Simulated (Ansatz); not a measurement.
## CdSe: single point with PBE

The system is CdSe.

```
Cd Se
1.0
     0.00000    3.07027    3.07027
     3.07027    0.00000    3.07027
     3.07027    3.07027    0.00000
Cd Se
1 1
Cartesian
  0.0000 0.0000 0.0000
  1.5351 1.5351 1.5351
```

Measurements of this composition are mostly on another form, of space group No. 186.

```
Program             : Ansatz 0.2.0
Task                : single point
Functional          : PBE
Potentials or basis : all-electron LAPW, scalar-relativistic
Cutoff              : 266 eV (chosen from the basis error)
Basis error allowed : 0.001 eV/atom
k mesh              : 8 × 8 × 8
Occupations         : gaussian, width 0.025 eV
Spin                : no spin polarisation
```

```
Pressure               : 1.3 GPa
Band gap on the k mesh : 0.55 eV, direct
```

Levels at points of the mesh, in eV from the valence-band top:
| k point | band 20 | band 21 | band 22 | band 23 | band 24 | band 25 |
| --- | --- | --- | --- | --- | --- | --- |
| (0.00, 0.00, 0.00) | 0.00 | 0.00 | 0.00 | 0.55 | 5.94 | 5.94 |
| (0.00, 0.00, -0.50) | -4.22 | -0.71 | -0.71 | 2.36 | 6.45 | 6.45 |
| (0.00, -0.50, -0.50) | -3.95 | -1.75 | -1.75 | 3.20 | 3.74 | 8.96 |

Run time: 18 s on 1 thread of Arm Neoverse V1, with other jobs on the host, peak memory 0.29 GiB.

As with any semilocal functional, this PBE gap is likely too small.
